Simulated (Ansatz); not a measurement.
# CsBr: the cost of one run

Program: Ansatz 0.2.0. Level of theory: reference: DFT, HSE06, plane waves, PAW. These are calculated values, not measurements.

The COD entry's cell or inner coordinates are ideal or old and differ from later refinements, so a difference from it is no clean test against experiment.

3 further runs of the same task are left out: 1 for a known fault of the program, 2 that didn't finish.

## 1. The structure to begin with

It takes space group Pm-3m (No. 221, cubic). Conventional cell: a = 4.320 Å, b = 4.320 Å, c = 4.320 Å, α = 90.00°, β = 90.00°, γ = 90.00°. Cs (site symmetry m-3m) has 8 Br at 3.74 Å as nearest neighbours. Around Br (site symmetry m-3m) lie 8 Cs at 3.74 Å.

Structure file:

```cif
data_structure
_symmetry_space_group_name_H-M 'Pm-3m'
_symmetry_Int_Tables_number 221
_cell_length_a 4.3196
_cell_length_b 4.3196
_cell_length_c 4.3196
_cell_angle_alpha 90.000
_cell_angle_beta 90.000
_cell_angle_gamma 90.000
_cell_volume 80.60
loop_
_atom_site_label
_atom_site_type_symbol
_atom_site_symmetry_multiplicity
_atom_site_Wyckoff_symbol
_atom_site_fract_x
_atom_site_fract_y
_atom_site_fract_z
_atom_site_occupancy
Cs1 Cs 1 a 0.00000 0.00000 0.00000 1
Br1 Br 1 b 0.50000 0.50000 0.50000 1
```

## 2. Reference

File input.yaml:

```yaml
crystal:
  lattice:
    - [4.3196005106, 0.0, 0.0]
    - [0.0, 4.3196005106, 0.0]
    - [0.0, 0.0, 4.3196005106]
  atoms:
    - { symbol: Cs, position: [0.0, 0.0, 0.0] }
    - { symbol: Br, position: [0.5, 0.5, 0.5] }
kpoints:
  mp_grid: { grid: [4, 4, 4] }
hamiltonian:
  xc: hse06
scf:
  occupations: { method: fixed }
  n_extra_bands: 4
output:
  forces: true
  stress: true
  eigenvalues: true
  write_density: true
  write_potential: true
  elf: true
  volumetric_format: npy
```

Started as:

```console
$ ansatz run input.yaml --threads 4 --pin off --max-ram 3686MiB --backend cpu --events-out ev --progress --plain --runs-dir out
```

What time and memory should one allow on 4 threads of an x86-64 CPU, shared host?

About 63 s, with a peak of 1.1 GiB.
